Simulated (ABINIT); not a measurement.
Here is an ABINIT 10.8.3 (patched build) calculation.

File run.abi:

```
# Datasets: one volume each
ndtset 7
getwfk -1
scalecart1 3*0.9795861087
scalecart2 3*0.9864848297
scalecart3 3*0.9932883884
scalecart4 3*1.0000000000
scalecart5 3*1.0066227096
scalecart6 3*1.0131594038
scalecart7 3*1.0196128224

# Pseudopotentials
pp_dirpath "./"
pseudos "Mo.LDA_PW-JTH.xml, S.LDA_PW-JTH.xml"

# Structure
acell 3*1.0
rprim
     6.0990240984     0.0000000000     0.0000000000
    -3.0495120492     5.2819098074     0.0000000000
     0.0000000000     0.0000000000    11.9288459328
ntypat 2
znucl 42 16
natom 3
typat 1 2 2
xred
     0.0000000000     0.0000000000     0.5000000000
     0.6666666667     0.3333333333     0.7446806800
     0.3333333333     0.6666666667     0.2553193200

# Plane-wave basis
ecut 15.0
pawecutdg 30.0

# k points
kptopt 1
ngkpt 9 9 4
nshiftk 1
shiftk 0.0 0.0 0.0

# Exchange and correlation
ixc 7

# Bands and occupations
nband 17
occopt 3
tsmear 0.05 eV

# SCF cycle
nstep 100
tolvrs 1.0e-9

# Output
iomode 3
prtwf 1
prtden 0
prteig 0
prtebands 0
```

Potentials or basis: JTH PAW LDA v2.0.

Command:

```sh
$ abinit run.abi > log 2>&1
```

What does it give for the pressure derivative of the bulk modulus?

4.1.

What does it give for the equilibrium volume?

18.20 Å³/atom.

Energy against volume, from the lowest point:
```
volume (Å³/atom)  energy (meV/atom)
          17.843               3.26
          18.222               0.00
          18.602               4.04
          18.982              14.34
          19.361              30.64
          19.741              52.19
          20.120              78.33
```

Caveat: the cutoff is too short for stress, so the log's stress isn't used; pressures at fixed basis lie under the slope of the energies; the cell was scaled at fixed shape and fractional positions, which overstates the stiffness of a crystal with free parameters, most of all of layers and chains.
